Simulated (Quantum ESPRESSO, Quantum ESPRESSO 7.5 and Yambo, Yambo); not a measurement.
## A GW chain in Yambo: LiCl (Fm-3m)

How does a plane-wave GW calculation on LiCl (Fm-3m) run from the first input to the gap?

Main program and level: Quantum ESPRESSO 7.5 and Yambo 5.3.0; PBE and many-body steps on it, plane waves.

### 1. The starting structure

Symmetry: Fm-3m, No. 225, cubic system. The conventional cell has a = 5.143 Å, b = 5.143 Å, c = 5.143 Å, α = 90.00°, β = 90.00°, γ = 90.00°. Nearest to Li lie 6 Cl at 2.57 Å. Nearest to Cl lie 6 Li at 2.57 Å. Farther neighbours and most contacts between anions are not listed.

The cell and positions come from the Crystallography Open Database and are kept as given unless a step says otherwise.

### 2. Ground state

This step: Quantum ESPRESSO 7.5; DFT, PBE, plane waves, norm-conserving pseudopotentials.

The ground-state density comes first.

Contents of pw.in:

```
&control
  calculation = 'scf'
  prefix = 'x'
  outdir = 'o'
  pseudo_dir = 'pseudo'
/
&system
  ibrav = 0
  nat = 2
  ntyp = 2
  ecutwfc = 66.0
  nbnd = 10
  force_symmorphic = .true.
/
&electrons
  conv_thr = 1e-10
  electron_maxstep = 80
  mixing_beta = 0.5
/
ATOMIC_SPECIES
  Li 6.94 Li.upf
  Cl 35.45 Cl.upf
CELL_PARAMETERS angstrom
  0.0000000000 2.5715000000 2.5715000000
  2.5715000000 0.0000000000 2.5715000000
  2.5715000000 2.5715000000 -0.0000000000
ATOMIC_POSITIONS crystal
  Li 0.0000000000 0.0000000000 0.0000000000
  Cl 0.5000000000 0.5000000000 0.5000000000
K_POINTS automatic
  8 8 8 0 0 0
```

Command:

```console
$ OMP_NUM_THREADS=1 mpirun -n 4 pw.x -nk 4 -in pw.in > pw.out
```

The program printed:

```text
Program PWSCF v.7.5 starts

     This program is part of the open-source Quantum ESPRESSO suite
     for quantum simulation of materials; please cite
         "P. Giannozzi et al., J. Phys.:Condens. Matter 21 395502 (2009);
         "P. Giannozzi et al., J. Phys.:Condens. Matter 29 465901 (2017);
         "P. Giannozzi et al., J. Chem. Phys. 152 154105 (2020);
     in publications or presentations arising from this work. More details at
     Message from routine setup:
     using ibrav=0 with symmetry is DISCOURAGED, use correct ibrav instead

     G-vector sticks info

     bravais-lattice index     =            0
     lattice parameter (alat)  =       6.8723  a.u.
     unit-cell volume          =     229.5018 (a.u.)^3
     number of atoms/cell      =            2
     number of atomic types    =            2
     number of electrons       =        10.00
     number of Kohn-Sham states=           10
     kinetic-energy cutoff     =      66.0000  Ry
     charge density cutoff     =     264.0000  Ry
     scf convergence threshold =      1.0E-10
     mixing beta               =       0.5000
     number of iterations used =            8  plain     mixing
     Exchange-correlation= PBE
                           (   1   4   3   4   0   0   0)

     celldm(1)=   6.872273  celldm(2)=   0.000000  celldm(3)=   0.000000
     celldm(4)=   0.000000  celldm(5)=   0.000000  celldm(6)=   0.000000

     crystal axes: (cart. coord. in units of alat)
               a(1) = (   0.000000   0.707107   0.707107 )
               a(2) = (   0.707107   0.000000   0.707107 )
               a(3) = (   0.707107   0.707107  -0.000000 )

     reciprocal axes: (cart. coord. in units 2 pi/alat)
               b(1) = ( -0.707107  0.707107  0.707107 )
               b(2) = (  0.707107 -0.707107  0.707107 )
               b(3) = (  0.707107  0.707107 -0.707107 )
     Pseudo is Norm-conserving, Zval =  3.0
     Generated using ONCVPSP code by D. R. Hamann
     Using radial grid of 1944 points,  4 beta functions with:
     Pseudo is Norm-conserving + core correction, Zval =  7.0
     Generated using ONCVPSP code by D. R. Hamann
     Using radial grid of 1028 points,  6 beta functions with:
     Li                3.00     6.94000     Li( 1.00)
     Cl                7.00    35.45000     Cl( 1.00)

     48 Sym. Ops., with inversion, found

   Cartesian axes

     site n.     atom                  positions (alat units)
         1        Li     tau(   1) = (   0.0000000   0.0000000   0.0000000  )
         2        Cl     tau(   2) = (   0.7071068   0.7071068   0.7071068  )

     number of k points=    29
                       cart. coord. in units 2pi/alat
        k(    1) = (   0.0000000   0.0000000   0.0000000), wk =   0.0039062
        k(    2) = (   0.0883883   0.0883883  -0.0883883), wk =   0.0312500
        k(    3) = (   0.1767767   0.1767767  -0.1767767), wk =   0.0312500
        k(    4) = (   0.2651650   0.2651650  -0.2651650), wk =   0.0312500
        k(    5) = (  -0.3535534  -0.3535534   0.3535534), wk =   0.0156250
        k(    6) = (   0.1767767   0.0000000   0.0000000), wk =   0.0234375
        k(    7) = (   0.2651650   0.0883883  -0.0883883), wk =   0.0937500
        k(    8) = (   0.3535534   0.1767767  -0.1767767), wk =   0.0937500
        k(    9) = (  -0.2651650  -0.4419417   0.4419417), wk =   0.0937500
        k(   10) = (  -0.1767767  -0.3535534   0.3535534), wk =   0.0937500
     [... 17 further rows ...]
        k(   28) = (  -0.7071068   0.1767767  -0.0000000), wk =   0.0468750
        k(   29) = (  -0.7071068   0.3535534   0.0000000), wk =   0.0234375

     Dense  grid:    16529 G-vectors     FFT dimensions: (  36,  36,  36)

     Initial potential from superposition of free atoms

     starting charge       9.9954, renormalised to      10.0000
     Starting wfcs are    6 randomized atomic wfcs +    4 random wfcs

     per-process dynamical memory:    16.0 Mb

     Self-consistent Calculation

     iteration #  1     ecut=    66.00 Ry     beta= 0.50

     Threshold (ethr) on eigenvalues was too large:
     Diagonalizing with lowered threshold

     total energy              =     -47.46996383 Ry
     estimated scf accuracy    <       0.02116381 Ry

     iteration #  2     ecut=    66.00 Ry     beta= 0.50

     total energy              =     -47.47362258 Ry
     estimated scf accuracy    <       0.00112289 Ry

     iteration #  3     ecut=    66.00 Ry     beta= 0.50

     total energy              =     -47.47386907 Ry
     estimated scf accuracy    <       0.00025445 Ry

     iteration #  4     ecut=    66.00 Ry     beta= 0.50

     total energy              =     -47.47390076 Ry
     estimated scf accuracy    <       0.00000159 Ry

     iteration #  5     ecut=    66.00 Ry     beta= 0.50

     total energy              =     -47.47390177 Ry
     estimated scf accuracy    <       0.00000035 Ry

     iteration #  6     ecut=    66.00 Ry     beta= 0.50

     total energy              =     -47.47390186 Ry
     estimated scf accuracy    <          6.7E-09 Ry

     iteration #  7     ecut=    66.00 Ry     beta= 0.50

     total energy              =     -47.47390187 Ry
     estimated scf accuracy    <          6.7E-10 Ry

     iteration #  8     ecut=    66.00 Ry     beta= 0.50

     End of self-consistent calculation

          k = 0.0000 0.0000 0.0000 (  2085 PWs)   bands (ev):

   -41.8897 -11.7694   1.5999   1.5999   1.5999   7.8844  13.3924  13.3924
    13.3924  16.0905

          k = 0.0884 0.0884-0.0884 (  2073 PWs)   bands (ev):

   -41.8891 -11.6953   1.0798   1.5595   1.5595   8.3460  12.6536  13.3114
    13.3115  14.5384

          k = 0.1768 0.1768-0.1768 (  2067 PWs)   bands (ev):

   -41.8881 -11.5066   0.0384   1.4672   1.4672   8.7849  12.2063  12.2063
    12.4956  15.3333

          k = 0.2652 0.2652-0.2652 (  2072 PWs)   bands (ev):

     [... further k-points ...]

     highest occupied, lowest unoccupied level (ev):     1.5999    7.8844

!    total energy              =     -47.47390187 Ry
     estimated scf accuracy    <          3.0E-11 Ry

     The total energy is the sum of the following terms:
     one-electron contribution =     -10.62760269 Ry
     hartree contribution      =       7.64874199 Ry
     xc contribution           =     -12.42433177 Ry
     ewald contribution        =     -32.07070939 Ry

     convergence has been achieved in   8 iterations

     XML data file, charge density, pseudopotentials, collected wavefunctions

=------------------------------------------------------------------------------=
   JOB DONE.
=------------------------------------------------------------------------------=
```

It took 3.4 s on 4 MPI ranks of Arm Neoverse V1, shared host; peak memory 0.2 GiB; 13 s of CPU time.

Numbers from this step:

```yaml
total_energy: -645.9153 eV
gap: 6.285 eV
k_of_the_valence_top: 0, 0, 0
k_of_the_conduction_bottom: 0, 0, 0
least_direct_gap: 6.285 eV
```

The gap is direct, at Γ.

### 3. Bands along the symmetry lines

The cheap functional maps the bands first; the places of the edges decide which points the dearer methods must see.

Contents of pw.in:

```
&control
  calculation = 'bands'
  prefix = 'x'
  outdir = 'o'
  pseudo_dir = 'pseudo'
/
&system
  ibrav = 0
  nat = 2
  ntyp = 2
  ecutwfc = 66.0
  nbnd = 11
  force_symmorphic = .true.
/
&electrons
  conv_thr = 1e-9
  electron_maxstep = 80
  diago_full_acc = .true.
  diago_thr_init = 5e-6
/
ATOMIC_SPECIES
  Li 6.94 Li.upf
  Cl 35.45 Cl.upf
CELL_PARAMETERS angstrom
  0.0000000000 2.5715000000 2.5715000000
  2.5715000000 0.0000000000 2.5715000000
  2.5715000000 2.5715000000 -0.0000000000
ATOMIC_POSITIONS crystal
  Li 0.0000000000 0.0000000000 0.0000000000
  Cl 0.5000000000 0.5000000000 0.5000000000
K_POINTS crystal
  50
  0.00000000 0.00000000 0.00000000 1
  0.06250000 0.00000000 0.06250000 1
  0.12500000 0.00000000 0.12500000 1
  0.18750000 0.00000000 0.18750000 1
  0.25000000 0.00000000 0.25000000 1
  0.31250000 0.00000000 0.31250000 1
  0.37500000 0.00000000 0.37500000 1
  0.43750000 0.00000000 0.43750000 1
  0.50000000 0.00000000 0.50000000 1
  0.51562500 0.03125000 0.51562500 1
  0.53125000 0.06250000 0.53125000 1
  0.54687500 0.09375000 0.54687500 1
  0.56250000 0.12500000 0.56250000 1
  0.57812500 0.15625000 0.57812500 1
  0.59375000 0.18750000 0.59375000 1
  0.60937500 0.21875000 0.60937500 1
  0.62500000 0.25000000 0.62500000 1
  0.37500000 0.37500000 0.75000000 1
  0.32812500 0.32812500 0.65625000 1
  0.28125000 0.28125000 0.56250000 1
  0.23437500 0.23437500 0.46875000 1
  0.18750000 0.18750000 0.37500000 1
  0.14062500 0.14062500 0.28125000 1
  0.09375000 0.09375000 0.18750000 1
  0.04687500 0.04687500 0.09375000 1
  0.00000000 0.00000000 0.00000000 1
  0.06250000 0.06250000 0.06250000 1
  0.12500000 0.12500000 0.12500000 1
  0.18750000 0.18750000 0.18750000 1
  0.25000000 0.25000000 0.25000000 1
  0.31250000 0.31250000 0.31250000 1
  0.37500000 0.37500000 0.37500000 1
  0.43750000 0.43750000 0.43750000 1
  0.50000000 0.50000000 0.50000000 1
  0.50000000 0.46875000 0.53125000 1
  0.50000000 0.43750000 0.56250000 1
  0.50000000 0.40625000 0.59375000 1
  0.50000000 0.37500000 0.62500000 1
  0.50000000 0.34375000 0.65625000 1
  0.50000000 0.31250000 0.68750000 1
  0.50000000 0.28125000 0.71875000 1
  0.50000000 0.25000000 0.75000000 1
  0.50000000 0.21875000 0.71875000 1
  0.50000000 0.18750000 0.68750000 1
  0.50000000 0.15625000 0.65625000 1
  0.50000000 0.12500000 0.62500000 1
  0.50000000 0.09375000 0.59375000 1
  0.50000000 0.06250000 0.56250000 1
  0.50000000 0.03125000 0.53125000 1
  0.50000000 0.00000000 0.50000000 1
```

The program printed:

```text
[banner, memory and clock lines left out]
Program PWSCF v.7.5 starts

     Atomic positions and unit cell read from directory:
     o/x.save/

     Message from routine setup:
     using ibrav=0 with symmetry is DISCOURAGED, use correct ibrav instead

     G-vector sticks info

     bravais-lattice index     =            0
     lattice parameter (alat)  =       6.8723  a.u.
     unit-cell volume          =     229.5018 (a.u.)^3
     number of atoms/cell      =            2
     number of atomic types    =            2
     number of electrons       =        10.00
     number of Kohn-Sham states=           11
     kinetic-energy cutoff     =      66.0000  Ry
     charge density cutoff     =     264.0000  Ry
     Exchange-correlation= PBE
                           (   1   4   3   4   0   0   0)

     celldm(1)=   6.872273  celldm(2)=   0.000000  celldm(3)=   0.000000
     celldm(4)=   0.000000  celldm(5)=   0.000000  celldm(6)=   0.000000

     crystal axes: (cart. coord. in units of alat)
               a(1) = (   0.000000   0.707107   0.707107 )
               a(2) = (   0.707107   0.000000   0.707107 )
               a(3) = (   0.707107   0.707107  -0.000000 )

     reciprocal axes: (cart. coord. in units 2 pi/alat)
               b(1) = ( -0.707107  0.707107  0.707107 )
               b(2) = (  0.707107 -0.707107  0.707107 )
               b(3) = (  0.707107  0.707107 -0.707107 )
     Pseudo is Norm-conserving, Zval =  3.0
     Generated using ONCVPSP code by D. R. Hamann
     Using radial grid of 1944 points,  4 beta functions with:
     Pseudo is Norm-conserving + core correction, Zval =  7.0
     Generated using ONCVPSP code by D. R. Hamann
     Using radial grid of 1028 points,  6 beta functions with:
     Li                3.00     6.94000     Li( 1.00)
     Cl                7.00    35.45000     Cl( 1.00)

     48 Sym. Ops., with inversion, found

   Cartesian axes

     site n.     atom                  positions (alat units)
         1        Li     tau(   1) = (   0.0000000   0.0000000   0.0000000  )
         2        Cl     tau(   2) = (   0.7071068   0.7071068   0.7071068  )

     number of k points=    50
                       cart. coord. in units 2pi/alat
        k(    1) = (   0.0000000   0.0000000   0.0000000), wk =   0.0400000
        k(    2) = (   0.0000000   0.0883883   0.0000000), wk =   0.0400000
        k(    3) = (   0.0000000   0.1767767   0.0000000), wk =   0.0400000
[...]
[... 38 further rows ...]
        k(   49) = (   0.0441942   0.7071068   0.0000000), wk =   0.0400000
        k(   50) = (   0.0000000   0.7071068   0.0000000), wk =   0.0400000

     Dense  grid:    16529 G-vectors     FFT dimensions: (  36,  36,  36)

     The potential is recalculated from file :
     o/x.save/charge-density

     Starting wfcs are    6 randomized atomic wfcs +    5 random wfcs

     Band Structure Calculation

     End of band structure calculation

          k = 0.0000 0.0000 0.0000 (  2085 PWs)   bands (ev):

   -41.8897 -11.7693   1.5999   1.5999   1.5999   7.8845  13.3924  13.3924
    13.3924  15.9196  16.0923

          k = 0.0000 0.0884 0.0000 (  2089 PWs)   bands (ev):

   -41.8896 -11.7439   1.4742   1.5526   1.5526   8.0705  13.1024  13.4084
    13.4084  14.3759  15.9808

          k = 0.0000 0.1768 0.0000 (  2061 PWs)   bands (ev):

   -41.8889 -11.6697   1.1319   1.4209   1.4209   8.5896  12.4564  12.9953
    13.4905  13.4905  16.1616

          k =-0.0000 0.2652 0.0000 (  2061 PWs)   bands (ev):

[...]
k = 0.0000 0.4419-0.0000 (  2072 PWs)   bands (ev):

[...]
k =-0.0000 0.5303 0.0000 (  2072 PWs)   bands (ev):

[...]
k = 0.0000 0.6187-0.0000 (  2080 PWs)   bands (ev):

[...]
k = 0.4640 0.4640-0.0000 (  2081 PWs)   bands (ev):

[...]
k = 0.3315 0.3315-0.0000 (  2083 PWs)   bands (ev):

[...]
k = 0.3094 0.7071-0.0000 (  2100 PWs)   bands (ev):

[...]
k = 0.2210 0.7071-0.0000 (  2090 PWs)   bands (ev):

[...]
k = 0.1768 0.7071-0.0000 (  2082 PWs)   bands (ev):

[...]
k = 0.0442 0.7071 0.0000 (  2080 PWs)   bands (ev):

   -41.8861 -10.9731  -1.2403   0.4925   0.5169   9.4457   9.9017  13.9301
    15.4388  15.6899  18.3143

          k = 0.0000 0.7071 0.0000 (  2068 PWs)   bands (ev):

   -41.8860 -10.9728  -1.2536   0.5154   0.5154   9.4157   9.8579  13.9712
    15.6623  15.6623  18.1033

     XML data file, pseudopotentials, collected wavefunctions
```

Wall time 2.8 s (4 MPI ranks); peak memory 0.18 GiB.

This step gave:

| Property | Result |
| --- | --- |
| gap | 6.282 eV |
| k of the valence top | 0.0469, 0.0469, 0.0938 |
| k of the conduction bottom | 0, 0, 0 |
| least direct gap | 6.285 eV |

The gap is 6.282 eV, −0.002 eV from the run before at this level.

The electronic bands at the labelled points (eV, zero at the top of the highest filled band; v1 is the highest filled band, c1 the lowest empty one):

| point | v4 | v3 | v2 | v1 | c1 | c2 | c3 | c4 |
| --- | --- | --- | --- | --- | --- | --- | --- | --- |
| Γ | -13.37 | 0.00 | 0.00 | 0.00 | 6.28 | 11.79 | 11.79 | 11.79 |
| halfway | -13.01 | -1.49 | -0.58 | -0.58 | 8.48 | 9.49 | 9.68 | 12.42 |
| X | -12.57 | -2.86 | -1.09 | -1.09 | 7.81 | 8.26 | 12.37 | 14.06 |
| halfway | -12.58 | -2.75 | -1.31 | -1.01 | 7.94 | 8.69 | 12.06 | 13.04 |
| U | -12.60 | -2.45 | -1.76 | -0.82 | 8.04 | 9.86 | 11.37 | 11.65 |
| jump to K | -12.60 | -2.45 | -1.76 | -0.82 | 8.04 | 9.86 | 11.37 | 11.65 |
| halfway | -13.00 | -1.69 | -0.85 | -0.09 | 7.91 | 10.03 | 10.29 | 10.78 |
| Γ | -13.37 | 0.00 | 0.00 | 0.00 | 6.28 | 11.79 | 11.79 | 11.79 |
| halfway | -13.11 | -1.56 | -0.13 | -0.13 | 7.18 | 10.60 | 10.60 | 10.89 |
| L | -12.81 | -2.78 | -0.25 | -0.25 | 6.74 | 9.43 | 9.43 | 12.89 |
| halfway | -12.70 | -2.51 | -1.29 | -0.57 | 8.17 | 9.25 | 10.46 | 11.65 |
| W | -12.58 | -2.09 | -2.09 | -1.05 | 9.46 | 10.08 | 10.36 | 10.36 |
| halfway | -12.58 | -2.65 | -1.42 | -1.07 | 8.29 | 8.90 | 11.76 | 12.07 |
| X | -12.57 | -2.86 | -1.09 | -1.09 | 7.81 | 8.26 | 12.37 | 14.06 |

The electronic bands as a text plot (rows in eV, shown from -8.0 to 11.9 only):

```
   11.5 |++++     +      ++      +++++++++++ ++       ++    ++
   10.6 |  +++             ++++++++++    ++++         +++++++
    9.8 |    +++++       ++   +++            +++++++++   ++++
    9.0 |       ++     ++                           +++++  ++++
    8.2 |     +++++++++++++++++++                     +      ++++
    7.3 |  +++                   ++++      +++++    ++
    6.5 |++                          ++++++     ++++
    5.7 |
    4.8 |
    4.0 |
    3.2 |
    2.4 |
    1.5 |
    0.7 |
   -0.1 |*****              **************************
   -1.0 |    ***************  *******      *        *************
   -1.8 |     ****      *********           ***        *******
   -2.6 |         *********                    **********  ******
   -3.4 |
   -4.3 |
   -5.1 |
   -5.9 |
   -6.8 |
   -7.6 |
         Γ           X  U|K            Γ         L        W     X
```

[end of part 1 of 2]

[Paths, hosts, dates, memory and timing lines, banners, echoed tables and standing remarks are left out of the program output.]

[Logs are printed without paths, hosts, clocks, repeated set-up lines and the standing remarks that a program may print on its own settings, such as how far it seeks lower states.]

[Runs of the session that timed out or met a known fault of the program may be left out.]

[Hosts, paths, dates, database ids (printed as entryN), source tags and the programs' standing remarks are cut or masked in the printed files.]
